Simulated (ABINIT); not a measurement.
Au: band structure with r2SCAN

The system is Au.

```
Au
1.0
     0.00000    2.03500    2.03500
     2.03500    0.00000    2.03500
     2.03500    2.03500    0.00000
Au
1
Direct
  0.00000 0.00000 0.00000
```

```yaml
Program: ABINIT 10.8.3 (patched build)
Task: band structure
Functional: r2SCAN
Potentials_or_basis: HGH LDA
Cutoff: 517 eV
k_mesh: 11 × 11 × 11
Occupations: fermi-dirac, width 0.05 eV
Spin: no spin polarisation
```

```yaml
Pressure: -64.4 GPa
Band_gap_on_the_k_mesh: none (metal or under the smearing width)
Valence_electrons_inside_the_program's_atomic_spheres: Au 0.20 (radii [1.0584] Å)
```

Levels at the corners of the path, in eV from the Fermi level:
| point | band 1 | band 2 | band 3 | band 4 |
| --- | --- | --- | --- | --- |
| Γ | -8.08 | 19.77 | 20.83 | 20.83 |
| X | 4.91 | 7.70 | 15.94 | 17.03 |
| W | 8.85 | 8.85 | 9.98 | 11.33 |
| K | 7.01 | 7.83 | 9.28 | 17.75 |
| Γ | -8.08 | 19.77 | 20.83 | 20.83 |
| L | 1.12 | 3.51 | 19.53 | 20.15 |
| U | 7.01 | 7.83 | 9.28 | 17.75 |
| W | 8.85 | 8.85 | 9.98 | 11.33 |
| L | 1.12 | 3.51 | 19.53 | 20.15 |
| K | 7.01 | 7.83 | 9.28 | 17.75 |

It took 23 s on 1 thread of Arm Neoverse V2, on a shared host, peak memory 0.11 GiB.

Caveat: a pressure of tens of GPa on the cell as given is suspect, and the run, the potentials or the cell itself is likely at fault; the potentials were made for another functional, which shifts forces and pressure; spin-orbit coupling is left out, which moves the levels of the heavy elements; HGH potentials are hard and often keep d shells in the core, so these values are rough.
